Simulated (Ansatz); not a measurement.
# Calculated quadrupolar parameters for CoSi2 under strain

The cell is a COD entry, relaxed with PBE at fixed cell and then changed (z compressed by 2 %, ions relaxed).

```xyz
3
Lattice="0.0000 2.6825 2.6288 2.6825 0.0000 2.6288 2.6825 2.6825 0.0000" Properties=species:S:1:pos:R:3 pbc="T T T"
Co    0.0000    0.0000    0.0000
Si    1.3413    1.3413    1.3144
Si    4.0237    4.0237    3.9433
```

Sites (sets of like atoms) are named by element and the number of their first atom in this list.

The numbers come from a DFT calculation in Ansatz (PBE, plane waves and PAW, scalar-relativistic, collinear spin, 420 eV cutoff, Γ-centred 15×15×15 k-points, Fermi–Dirac smearing 0.05 eV). Start moments as typed (μB): 2 on each Co, none on the rest.

C_Q = eQV_zz/h, which is 24.18 MHz for Q = 1 b and V_zz = 10²¹ V/m²; η = (V_xx − V_yy)/V_zz.

⁵⁹Co: I = 7/2, Q = 420.0 mb. Q values from Pyykkö, Mol. Phys. 116, 1328 (2018).

```tsv
site	atoms (order as listed)	first shell	V_zz (10²¹ V/m²)	η	C_Q (MHz)
Co	1	8 Si at 2.31 Å	-0.022	0.00	-0.224
Si	2, 3	4 Co at 2.31 Å, 6 Si at 2.63–2.68 Å	-0.047	0.00	–
```

An axis of threefold or higher order runs through Co and Si, so V_zz lies along it and η is zero.

Si has no stable isotope with a ground-state quadrupole moment in the table, so no C_Q is given.

The run finds no gap above 0.1 eV (a metal, or nearly one), so the gradients can move by 10 % or more with the k-mesh. The start moments die out, and the run ends without spin.

The relaxation (1 step) took 46 s of wall time (46 s of CPU time) and 0.75 GiB at its peak, on 1 thread of Intel Xeon Platinum 8259CL CPU @ 2.50GHz (Skylake/Cascade Lake) (x86_64; 16 cores open to the job, memory cap 3.0 GiB, no GPU), a shared host with a load of 0.7 a core.
